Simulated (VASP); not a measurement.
# Bi (P6_3/mmc) in VASP: settings compared

The runs below take Bi through single point, relaxation of cell and atoms, with PBE, r2SCAN.

Everything below comes from runs of VASP 6.6.1. Logs are shortened: lines on timing, memory, paths and dates and some standing lists are left out, and cuts for length are marked.

**1. Starting point**

It takes space group P6_3/mmc (No. 194, hexagonal). The conventional cell has a = 3.509 Å, b = 3.509 Å, c = 5.883 Å, α = 90.00°, β = 90.00°, γ = 120.00°. Bi (site symmetry -6m2) is surrounded by 12 Bi at 3.51 to 3.57 Å.

The cell was built by a generator and needn't be a form met in nature.

**2. Single point, PBE**

The input, INCAR:

```
  PREC = Accurate
  ENCUT = 520
  EDIFF = 1E-7
  ISMEAR = 0
  SIGMA = 0.05
  LREAL = F
  LASPH = T
  NELM = 100
  ALGO = Normal
  ISIF = 2
  LWAVE = F
  LCHARG = T
  GGA = PE
  LELF = T
  LVHAR = T
  NBANDS = 22
```

The input, KPOINTS:

```
regular mesh
0
Gamma
  6 6 4
```

The input, POSCAR:

```
Bi
1.0
    3.5093683717      0.0000000000      0.0000000000
   -1.7546841859      3.0392021611      0.0000000000
    0.0000000000      0.0000000000      5.8831025320
Bi
2
Direct
    0.3333333333      0.6666666667      0.7500000000
    0.6666666667      0.3333333333      0.2500000000
```

Potentials or basis: VASP PAW PBE potentials, release 64 (Bi_d).

Command:

```
$ cat potpaw_PBE.64/Bi_d/POTCAR > POTCAR
$ mpirun -np 1 vasp_std > vasp.out
```

OUTCAR:

```text
PREC = Accurate
   ENCUT = 520
   EDIFF = 1E-7
   ISMEAR = 0
   LREAL = F
   LASPH = T
   NELM = 100
   ISIF = 2
   GGA = PE

 ion  position               nearest neighbor table
   1  0.333  0.667  0.750-   2 3.57   2 3.57   2 3.57   2 3.57   2 3.57   2 3.57
   2  0.667  0.333  0.250-   1 3.57   1 3.57   1 3.57   1 3.57   1 3.57   1 3.57

  LATTYP: Found a hexagonal cell.
 ALAT       =     3.5093683717
 C/A-ratio  =     1.6763992573

  Lattice vectors:

 A1 = (   3.5093683717,   0.0000000000,   0.0000000000)
 A2 = (  -1.7546841859,   3.0392021611,   0.0000000000)
 A3 = (   0.0000000000,   0.0000000000,   5.8831025320)

Analysis of symmetry for initial positions (statically):
=====================================================================
 Subroutine PRICEL returns:
 Original cell was already a primitive cell.

 Routine SETGRP: Setting up the symmetry group for a
 hexagonal supercell.

 Subroutine GETGRP returns: Found 24 space group operations
 (whereof 12 operations were pure point group operations)
 out of a pool of 24 trial point group operations.

The static configuration has the point symmetry D_3d.
 The point group associated with its full space group is D_6h.

Analysis of symmetry for dynamics (positions and initial velocities):
=====================================================================
 Subroutine PRICEL returns:
 Original cell was already a primitive cell.

 Routine SETGRP: Setting up the symmetry group for a
 hexagonal supercell.

 Subroutine GETGRP returns: Found 24 space group operations
 (whereof 12 operations were pure point group operations)
 out of a pool of 24 trial point group operations.

The dynamic configuration has the point symmetry D_3d.
 The point group associated with its full space group is D_6h.

 Subroutine INISYM returns: Found 24 space group operations
 (whereof 12 operations are pure point group operations),
 and found     1 'primitive' translations

----------------------------------------------------------------------------------------

                                     Primitive cell

  volume of cell :      62.7473

  direct lattice vectors                    reciprocal lattice vectors
     3.509368372  0.000000000  0.000000000     0.284951562  0.164516861  0.000000000
    -1.754684186  3.039202161  0.000000000     0.000000000  0.329033722  0.000000000
     0.000000000  0.000000000  5.883102532     0.000000000  0.000000000  0.169978340

  length of vectors
     3.509368372  3.509368372  5.883102532     0.329033722  0.329033722  0.169978340

  position of ions in fractional coordinates (direct lattice)
     0.333333333  0.666666667  0.750000000
     0.666666667  0.333333333  0.250000000

  ion indices of the primitive-cell ions
   primitive index   ion index
                 1           1
                 2           2

----------------------------------------------------------------------------------------

 KPOINTS: regular mesh

Automatic generation of k-mesh.
 Grid dimensions read from file:
 generate k-points for:    6    6    4

 Generating k-lattice:

  Cartesian coordinates                     Fractional coordinates (reciprocal lattice)
     0.047491927  0.027419477  0.000000000     0.166666667 -0.000000000  0.000000000
     0.000000000  0.054838954  0.000000000     0.000000000  0.166666667  0.000000000
     0.000000000  0.000000000  0.042494585     0.000000000  0.000000000  0.250000000

  Length of vectors
     0.054838954  0.054838954  0.042494585

  Shift w.r.t. Gamma in fractional coordinates (k-lattice)
     0.000000000  0.000000000  0.000000000

 Subroutine IBZKPT returns following result:
 ===========================================

 Found     21 irreducible k-points:

 Following reciprocal coordinates:
            Coordinates               Weight
  0.000000  0.000000  0.000000      1.000000
  0.166667  0.000000  0.000000      6.000000
  0.333333  0.000000  0.000000      6.000000
  0.500000 -0.000000  0.000000      3.000000
  0.166667  0.166667  0.000000      6.000000
  0.333333  0.166667  0.000000     12.000000
[... 13 lines left out ...]
  0.333333  0.166667  0.500000     12.000000
  0.333333  0.333333  0.500000      2.000000
   k-points           NKPTS =     21   k-points in BZ     NKDIM =     21   number of bands    NBANDS=     22
   number of dos      NEDOS =    301   number of ions     NIONS =      2
   total plane-waves  NPLWV =  37632
   dimension x,y,z NGX =    28 NGY =   28 NGZ =   48
   dimension x,y,z NGXF=    56 NGYF=   56 NGZF=   96
   ions per type =               2
   NGX,Y,Z   is equivalent  to a cutoff of  13.26, 13.26, 13.56 a.u.
   NGXF,Y,Z  is equivalent  to a cutoff of  26.53, 26.53, 27.13 a.u.
 SYSTEM =  unknown system
   PREC   = accura    normal or accurate (medium, high low for compatibility)
   ISTART =      0    job   : 0-new  1-cont  2-samecut
   ICHARG =      2    charge: 1-file 2-atom 10-const
   ISPIN  =      1    spin polarized calculation?
   LNONCOLLINEAR =      F non collinear calculations
   LSORBIT =      F    spin-orbit coupling
   LASPH  =      T    aspherical Exc in radial PAW
   ENCUT  =  520.0 eV  38.22 Ry    6.18 a.u.   6.53  6.53 10.94*2*pi/ulx,y,z
   NELM   =    100;   NELMIN=  2; NELMDL= -5     # of ELM steps
   EDIFF  = 0.1E-06   stopping-criterion for ELM
   LREAL  =      F    real-space projection
   EDIFFG = 0.1E-05   stopping-criterion for IOM
   NSW    =      0    number of steps for IOM
   IBRION =     -1    ionic relax: 0-MD 1-quasi-New 2-CG
   NFREE  =      0    steps in history (QN), initial steepest desc. (CG)
   ISIF   =      2    stress and relaxation
   ISYM   =      2    0-nonsym 1-usesym 2-fastsym
   POTIM  = 0.5000    time-step for ionic-motion
   TEBEG  =    0.0;   TEEND  =   0.0 temperature during run
   PSTRESS=    0.0 pullay stress
   NELECT =      30.0000    total number of electrons
   NUPDOWN=      -1.0000    fix difference up-down
   EMIN   =  10.00;   EMAX   =-10.00  energy-range for DOS
   EFERMI =   0.00;   METHOD = LEGACY
   ISMEAR =     0;   SIGMA  =   0.05  broadening in eV -4-tet -1-fermi 0-gaus
   EFERMI_NEDOS =   21; number of points for ismear=-14 and -15
   IALGO  =     38    algorithm
   IMIX   =      4    mixing-type and parameters
     AMIX     =   0.40;   BMIX     =  1.00
     AMIX_MAG =   1.60;   BMIX_MAG =  1.00
  volume/ion in A,a.u.               =      31.37       211.72
  Fermi-wavevector in a.u.,A,eV,Ry     =   1.280119  2.419074 22.295922  1.638704
  Thomas-Fermi vector in A             =   2.412565
   LORBIT       =      0    0 simple, 1 ext, 2 COOP (PROOUT), +10 PAW based schemes
   GGA     = PE    functional components
   LHFCALC =     F    Hartree Fock is set to
   AEXX    =    0.0000 exact exchange contribution
   IVDW    =     0    specifies the selected vdW correction
   LEPSILON=     F    determine dielectric tensor
   LRPA    =     F    only Hartree local field effects (RPA)
 non-spin polarized calculation
 Gauss-broadening in eV      SIGMA  =   0.05
  energy-cutoff  :      520.00
  volume of cell :       62.75
 maximum number of plane-waves:      1720
 NGX is ok and might be reduce to    28

 number of electron      29.9999997 magnetization

 Free energy of the ion-electron system (eV)
  ---------------------------------------------------
  ext. energy  EPLUGINS =         0.00000000
  ---------------------------------------------------
  free energy    TOTEN  =        -7.60568758 eV

  energy without entropy =       -7.60473046  energy(sigma->0) =       -7.60520902

 E-fermi :   8.1937     XC(G=0): -10.2581

 val. band max:        8.1267576257   @ k =   0.5000  -0.0000   0.0000
 cond. band min:       8.2280871729   @ k =   0.1667   0.0000   0.0000
 fundamental gap:      0.1013295473
 Fermi energy:         8.1937348461

 k-point     1 :       0.0000    0.0000    0.0000
  band No.  band energies     occupation
      1     -15.2071      2.00000
      2     -15.2071      2.00000
      3     -15.2064      2.00000
      4     -15.1996      2.00000
      5     -15.1996      2.00000
      6     -15.1931      2.00000
[... 14 lines left out ...]
     21      17.1909      0.00000
     22      18.4753      0.00000

 k-point     2 :       0.1667    0.0000    0.0000
  band No.  band energies     occupation
      1     -15.2293      2.00000
      2     -15.2035      2.00000
      3     -15.1822      2.00000
      4     -15.1732      2.00000
      5     -15.1657      2.00000
      6     -15.1628      2.00000
[... 14 lines left out ...]
     21      17.0764      0.00000
     22      17.7683      0.00000

 k-point     3 :       0.3333    0.0000    0.0000
  band No.  band energies     occupation
      1     -15.2617      2.00000
      2     -15.2131      2.00000
      3     -15.1943      2.00000
      4     -15.1764      2.00000
      5     -15.1397      2.00000
      6     -15.1232      2.00000
[... 14 lines left out ...]
     21      16.2643      0.00000
     22      17.6896      0.00000

 k-point     4 :       0.5000   -0.0000    0.0000
  band No.  band energies     occupation
      1     -15.2766      2.00000
      2     -15.2198      2.00000
      3     -15.2114      2.00000
      4     -15.1847      2.00000
      5     -15.1380      2.00000
      6     -15.1176      2.00000
[... 14 lines left out ...]
     21      15.9551      0.00000
     22      17.7080      0.00000

 k-point     5 :       0.1667    0.1667    0.0000
  band No.  band energies     occupation
      1     -15.2188      2.00000
      2     -15.2119      2.00000
      3     -15.1852      2.00000
      4     -15.1734      2.00000
      5     -15.1632      2.00000
      6     -15.1569      2.00000
[... 342 lines left out ...]
 k-point    19 :       0.1667    0.1667    0.5000
  band No.  band energies     occupation
      1     -15.2150      2.00000
      2     -15.2150      2.00000
      3     -15.1904      2.00000
      4     -15.1904      2.00000
      5     -15.1446      2.00000
      6     -15.1446      2.00000
[... 14 lines left out ...]
     21      17.9027      0.00000
     22      17.9027      0.00000

 k-point    20 :       0.3333    0.1667    0.5000
  band No.  band energies     occupation
      1     -15.2185      2.00000
      2     -15.2185      2.00000
      3     -15.1905      2.00000
      4     -15.1905      2.00000
      5     -15.1388      2.00000
      6     -15.1388      2.00000
[... 14 lines left out ...]
     21      16.4300      0.00000
     22      16.4300      0.00000

 k-point    21 :       0.3333    0.3333    0.5000
  band No.  band energies     occupation
      1     -15.2010      2.00000
      2     -15.2010      2.00000
      3     -15.1549      2.00000
      4     -15.1549      2.00000
      5     -15.1367      2.00000
      6     -15.1367      2.00000
[... 14 lines left out ...]
     21      15.4231      0.00000
     22      15.4231      0.00000

------------------------ aborting loop because EDIFF is reached ----------------------------------------

  FORCE on cell =-STRESS in cart. coord.  units (eV):
  Direction    XX          YY          ZZ          XY          YZ          ZX
  --------------------------------------------------------------------------------------
  -------------------------------------------------------------------------------------
  Total       -0.0638719     -0.0638719     -0.0790806      0.0000000      0.0000000      0.0000000
  in kB       -1.6308929     -1.6308929     -2.0192293      0.0000000      0.0000000      0.0000000
  external PRESSURE =      -1.7603384 kB  Pullay stress =       0.0000000 kB

 VOLUME and BASIS-vectors are now :
 -----------------------------------------------------------------------------
  energy-cutoff  :      520.00
  volume of cell :       62.75
      direct lattice vectors                 reciprocal lattice vectors
     3.509368372  0.000000000  0.000000000     0.284951562  0.164516861  0.000000000
    -1.754684186  3.039202161  0.000000000     0.000000000  0.329033722  0.000000000
     0.000000000  0.000000000  5.883102532     0.000000000  0.000000000  0.169978340

 POSITION                                       TOTAL-FORCE (eV/Angst)
 -----------------------------------------------------------------------------------
     -0.00000      2.02613      4.41233         0.000000     -0.000000      0.000000
      1.75468      1.01307      1.47078        -0.000000      0.000000      0.000000
 -----------------------------------------------------------------------------------
    total drift:                               -0.000000      0.000000     -0.000000

  FREE ENERGIE OF THE ION-ELECTRON SYSTEM (eV)
  ---------------------------------------------------
  free  energy   TOTEN  =        -7.6056875806 eV

  energy  without entropy=       -7.6047304620  energy(sigma->0) =       -7.60520902
```

Wall time 20 s (1 thread of Intel Xeon 6975P-C (Granite Rapids), shared host); peak memory 0.18 GiB.

What came out:

```
Free energy            : -7.6057 eV
Pressure               : -0.2 GPa
Band gap on the k mesh : none (metal or under the smearing width)
```

Caveat: spin-orbit coupling is left out, which moves the levels of the heavy elements.

**3. Relaxation of cell and atoms, PBE**

This run uses another cell than the first one, of 35.39 Å³/atom, 1.128 times its volume.

The input, INCAR:

```
SYSTEM = Bi
PREC = Accurate
ENCUT = 600
EDIFF = 1E-7
ISMEAR = 0
SIGMA = 0.05
LREAL = .False.
LASPH = .True.
NELM = 100
ALGO = Normal
ISIF = 3
LWAVE = .False.
LCHARG = .False.
GGA = PE
IBRION = 2
NSW = 80
EDIFFG = -0.03
```

The input, KPOINTS:

```
regular mesh
0
Gamma
  6 6 4
  0 0 0
```

The input, POSCAR:

```
Bi
1.0
    3.6848437729      0.0000000000      0.0000000000
   -1.8424218865      3.1911683163      0.0000000000
    0.0000000000      0.0000000000      6.0185781624
Bi
2
Direct
    0.3333333333      0.6666666667      0.7500000000
    0.6666666667      0.3333333333      0.2500000000
```

Potentials or basis: VASP PAW PBE potentials, release 64 (Bi_d).

Command:

```
$ cat potpaw_PBE.64/Bi_d/POTCAR > POTCAR
$ mpirun -np 1 vasp_std > vasp.out
```

Wall time 68 s (1 thread of Intel Xeon 6975P-C (Granite Rapids), shared host); peak memory 0.21 GiB.

It converged, with:

* Free energy: -7.6062 eV
* Relaxed volume: 31.32 Å³/atom
* Relaxed cell: a = 3.511 Å, b = 3.511 Å, c = 5.869 Å, α = 90.00°, β = 90.00°, γ = 120.00°
* Space group after relaxing (to 0.05 Å): P6_3/mmc (No. 194)
* Energy gained by relaxing: 72.7 meV/atom
* Ionic steps: 4
* Pressure after relaxing: 0.0 GPa
* Band gap on the k mesh: none (metal or under the smearing width)

Stress tensor (GPa, compression positive):
```
-0.08  0.00  0.00
 0.00 -0.08  0.00
 0.00  0.00  0.15
```

Step by step:
```
step  energy change (eV)  largest force (eV/Å)  pressure (GPa)  volume (Å³)
   1              0.0000                0.0000           -4.96        70.77
   2             -0.1254                0.0000            2.48        60.12
   3             -0.1431                0.0000            0.08        62.61
   4             -0.1453                0.0000            0.00        62.64
```

Final structure:
```
Bi
1.0
     3.51069    0.00000    0.00000
    -1.75534    3.04035    0.00000
     0.00000    0.00000    5.86897
Bi
2
Direct
  0.33333 0.66667 0.75000
  0.66667 0.33333 0.25000
```

Levels at points of the mesh, in eV from the Fermi level:
| k point | band 11 | band 12 | band 13 | band 14 | band 15 | band 16 | band 17 | band 18 | band 19 |
| --- | --- | --- | --- | --- | --- | --- | --- | --- | --- |
| (0.00, 0.00, 0.00) | -13.85 | -11.20 | -5.55 | 3.27 | 3.27 | 4.37 | 4.72 | 4.72 | 6.93 |
| (0.50, 0.00, 0.00) | -11.04 | -10.07 | -4.77 | -3.43 | -2.19 | -0.06 | 0.24 | 3.03 | 4.64 |
| (0.00, 0.00, 0.50) | -12.86 | -12.86 | -1.58 | -1.58 | 3.96 | 3.96 | 3.96 | 3.96 | 7.81 |
| (0.50, 0.00, 0.50) | -10.51 | -10.51 | -5.10 | -5.10 | 1.10 | 1.10 | 1.35 | 1.35 | 5.26 |

Caveat: spin-orbit coupling is left out, which moves the levels of the heavy elements.

**4. Single point, r2SCAN**

This run uses another cell than the first one, of 31.17 Å³/atom, 0.994 times its volume.

The input, POSCAR:

```
Bi
1.0
    3.5258838465      0.0000000000      0.0000000000
   -1.7629419233      3.0535049819      0.0000000000
    0.0000000000      0.0000000000      5.7908180622
Bi
2
Direct
    0.3333333333      0.6666666667      0.7500000000
    0.6666666667      0.3333333333      0.2500000000
```

The input, INCAR.step1:

```
PREC = Accurate
ENCUT = 520
ISMEAR = -5
SIGMA = 0.05
LREAL = F
LASPH = T
NELM = 100
GGA = PE
ALGO = Normal
EDIFF = 1E-4
LWAVE = T
LCHARG = F
```

The input, INCAR.step2:

```
PREC = Accurate
ENCUT = 520
EDIFF = 1E-6
ISMEAR = 0
SIGMA = 0.05
LREAL = F
LASPH = T
NELM = 100
ALGO = Normal
ISIF = 2
LWAVE = F
LCHARG = F
METAGGA = R2SCAN
LMIXTAU = T
LORBIT = 11
ISTART = 1
```

The input, KPOINTS:

```
regular mesh
0
Gamma
  14 14 8
```

Command:

```
$ cat potpaw_PBE.64/Bi_d/POTCAR > POTCAR
$ cp INCAR.step1 INCAR
$ mpirun -np 1 vasp_std > vasp.out
$ cp INCAR.step2 INCAR
$ mpirun -np 1 vasp_std > vasp.out
```

It took 5.1 min on 1 thread of Intel Xeon 6975P-C (Granite Rapids), shared host; peak memory 0.27 GiB.

Results (log left out):

```
Free energy                                           : -116.4894 eV
Pressure                                              : 0.0 GPa
Band gap on the k mesh                                : none (metal or under the smearing width)
Valence electrons inside the program's atomic spheres : Bi 12.70
```

Levels at points of the mesh, in eV from the Fermi level:
| k point | band 12 | band 13 | band 14 | band 15 | band 16 | band 17 | band 18 | band 19 |
| --- | --- | --- | --- | --- | --- | --- | --- | --- |
| (0.00, 0.00, 0.00) | -11.23 | -5.56 | 3.52 | 3.52 | 5.15 | 5.15 | 5.15 | 7.59 |
| (0.50, 0.00, 0.00) | -10.16 | -4.65 | -3.22 | -2.11 | 0.26 | 0.38 | 3.48 | 5.23 |
| (0.00, 0.00, 0.50) | -13.14 | -1.17 | -1.17 | 4.29 | 4.29 | 4.29 | 4.29 | 8.55 |
| (0.50, 0.00, 0.50) | -10.65 | -5.10 | -5.10 | 1.51 | 1.51 | 1.61 | 1.61 | 6.14 |

Caveat: the PAW data sets were made with another functional, which shifts forces and pressure a little; spin-orbit coupling is left out, which moves the levels of the heavy elements.

(Continued in part 2 of 2.)
